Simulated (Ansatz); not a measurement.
Program: Ansatz. Geometries: PBE0-D4/def2-TZVP. ΔE: electronic, gas phase. CCSD(T)/CBS adds triple-zeta CCSD(T) − MP2 to the extrapolated MP2 energy (def2 sets, frozen cores). Functionals use def2-TZVPP. Each species was taken in one conformer, which may not be the lowest.

Consider the substitution at a C–C bond: `CCC(C)CS` + `OBS` → `CCOBS` + `CCCS`.

`CCC(C)CS`:

Cartesian coordinates in Å:
```
C 0.363 2.132 -0.330
C 0.300 0.894 0.548
C -0.195 -0.358 -0.167
C 0.783 -0.837 -1.232
C -0.461 -1.496 0.812
S -1.782 -1.207 2.018
H 0.673 3.006 0.247
H 1.071 2.019 -1.155
H -0.617 2.354 -0.763
H -0.360 1.089 1.398
H 1.293 0.686 0.968
H -1.147 -0.114 -0.659
H 1.747 -1.095 -0.783
H 0.407 -1.724 -1.748
H 0.964 -0.069 -1.987
H -0.676 -2.423 0.276
H 0.430 -1.683 1.420
H -2.793 -1.174 1.136
```

`OBS`:

```xyz
6

O    -0.852    0.177   -1.214
B    -0.397   -0.022    0.043
S     1.377   -0.021    0.415
H    -0.173    0.315   -1.880
H    -1.199   -0.198    0.908
H     1.245   -0.250    1.729
```

`CCOBS`:

Cartesian coordinates in Å:
```
C 1.147 0.797 -1.221
C -0.103 -0.020 -1.011
O -0.719 0.327 0.220
B -0.770 -0.529 1.253
S -1.552 0.052 2.776
H 1.888 0.579 -0.449
H 1.587 0.569 -2.194
H 0.919 1.864 -1.187
H -0.833 0.180 -1.801
H 0.122 -1.092 -1.021
H -0.317 -1.638 1.180
H -1.368 -1.089 3.454
```

`CCCS`:

```xyz
12

C    -1.001    0.459    0.784
C    -0.134    0.683   -0.441
C     1.065   -0.246   -0.526
S     0.670   -2.001   -0.763
H    -0.417    0.550    1.704
H    -1.457   -0.534    0.770
H    -1.811    1.190    0.831
H     0.244    1.712   -0.438
H    -0.735    0.572   -1.349
H     1.678    0.004   -1.395
H     1.705   -0.146    0.354
H     0.194   -2.243    0.468
```

Question: Is it downhill or uphill in electronic energy at CCSD(T)/CBS, and by how much? (An estimate is asked.)

Answer: Computed: Uphill: ΔE = +0.44 eV.

Question: What do these levels give: PBE-D4, B2PLYP, HF/def2-TZVPP, CCSD/def2-TZVPP, MP2/def2-QZVPP, HF/CBS(def2)? (Best estimate.)

Answer: The calculation gave: PBE-D4 0.37, B2PLYP 0.33, HF/def2-TZVPP 0.20, CCSD/def2-TZVPP 0.40, MP2/def2-QZVPP 0.50, HF/CBS(def2) 0.20 eV.

Largest T1 diagnostic among the species: 0.013.

The D4 term adds +0.08 eV with B3LYP and +0.04 eV with PBE0; it sums over pairs of atoms, weighted by their polarisabilities, and B3LYP, whose exchange is more repulsive, gets the larger term. In def2-TZVPP, CCSD(T) changes the Hartree–Fock value by +0.22 eV (the triples alone add +0.02 eV) and MP2 by +0.29 eV.

B3LYP here is the variant with VWN-RPA as its local correlation; programs differ in this.
